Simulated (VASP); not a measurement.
A run of VASP 6.6.1 is set up as follows.

Contents of INCAR:

```
PREC = Accurate
ENCUT = 600
EDIFF = 1E-7
ISMEAR = 0
SIGMA = 0.02
LREAL = False
LASPH = True
NELM = 80
ALGO = Normal
ISIF = 3
LWAVE = False
LCHARG = False
GGA = PE
IBRION = 2
NSW = 80
EDIFFG = -0.004
```

Contents of KPOINTS:

```
regular mesh
0
Gamma
  6 6 6
```

Contents of POSCAR:

```
KCl
1.0
    0.0000000000      3.1464700000      3.1464700000
    3.1464700000      0.0000000000      3.1464700000
    3.1464700000      3.1464700000      0.0000000000
K Cl
1 1
Direct
    0.0000000000      0.0000000000      0.0000000000
    0.5000000000      0.5000000000      0.5000000000
```

Potentials or basis: VASP PAW PBE potentials, release 64 (K_sv, Cl).

Run with:

```bash
$ cat potpaw_PBE.64/K_sv/POTCAR potpaw_PBE.64/Cl/POTCAR > POTCAR
$ mpirun -np 1 vasp_std > vasp.out
```

(1) What does it give for the relaxed volume?

(2) What does it give for the space group after relaxing (to 0.05 Å)?

Answers

(1) 32.58 Å³/atom.

(2) Fm-3m (No. 225).
